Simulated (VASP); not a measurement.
ZnSe (Stilleite) under changes of volume

One of the cells (23.212 Å³/atom); the others are scaled copies at fixed shape and fractional positions:

```xyz
2
Lattice="0.0000 2.8526 2.8526 2.8526 0.0000 2.8526 2.8526 2.8526 0.0000" Properties=species:S:1:pos:R:3 pbc="T T T"
Se    4.2789    4.2789    4.2789
Zn    0.0000    0.0000    0.0000
```

```yaml
Program: VASP 6.6.1
Functional: PBEsol
Potentials_or_basis: VASP PAW PBE potentials, release 64 (Se, Zn)
Cutoff: 520 eV
k_mesh: 8 × 8 × 8
Occupations: fermi-dirac, width 0.05 eV
Spin: no spin polarisation
```

```csv
volume (Å³/atom),energy over the lowest point (meV/atom),pressure (GPa),gap on the mesh (eV)
21.391,10.72,3.5,1.42
21.846,?,?,?
22.301,0.00,0.4,1.25
23.212,4.84,-2.0,1.09
23.667,12.10,-3.1,1.02
24.122,22.14,-4.0,0.95
```

**Question.** What does the run at 21.846 Å³/atom give?

**Answer.** Energy over the lowest point 3.19 meV/atom; pressure 1.9 GPa; gap on the mesh 1.33 eV.

Worked out: A Birch-Murnaghan fit of order 3 (a polynomial in V^(-2/3)) to the other rows has its minimum at 22.44 Å³/atom with B0 = V·E''(V) = 65 GPa and B' = 4.5. It gives 3.19 meV/atom at 21.846 Å³/atom, against the run's 3.19, and -dE/dV = 1.9 GPa, against 1.9. A straight line through the other rows of the gap, of slope -3.92 eV per unit of ln V (its deformation potential), gives 1.33 eV, against the run's 1.33.

Energies are extrapolated to zero smearing.

Caveats: the PAW data sets were made with another functional, which shifts forces and pressure a little.

Spin-orbit coupling on Se is left out.
